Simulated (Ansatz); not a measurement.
The system is TiSi2.

```
Ti Si
1.0
     0.00000    4.11752    4.26290
     2.38951    0.00000    4.26290
     2.38951    4.11752    0.00000
Ti Si
2 4
Direct
  0.75000 0.75000 0.75000
  0.50000 0.50000 0.50000
  0.41257 0.08743 0.41257
  0.08743 0.41257 0.08743
  0.16257 0.83743 0.16257
  0.83743 0.16257 0.83743
```

The cell is a database's computed one.

Base run:

* Program: Ansatz 0.2.0
* Functional: PBE
* Potentials or basis: Ansatz PAW
* Cutoff: 420 eV (not typed: the program's choice for these potentials)
* k mesh: 7 × 7 × 7
* Occupations: fermi-dirac, width 0.05 eV
* Spin: no spin polarisation
* Hubbard terms: Ti d U = 1 eV

Its results: band gap on the k mesh none (metal or under the smearing width); pressure 2.8 GPa; largest force 0.008 eV/Å.

After a change of settings the same cell gave: band gap on the k mesh none (metal or under the smearing width); pressure 3.6 GPa; largest force 0.038 eV/Å. Which change was it?
A. hubbard terms from Ti d U = 1 eV to Ti d U = 4 eV
B. hubbard terms from Ti d U = 1 eV to none; hubbard projectors from ortho-atomic (the default) to none
C. hubbard terms from Ti d U = 1 eV to Ti d U = 2 eV

C.

Caveats: U without spin polarisation on a metal has little footing; the U is typed as a test and isn't derived for this compound.
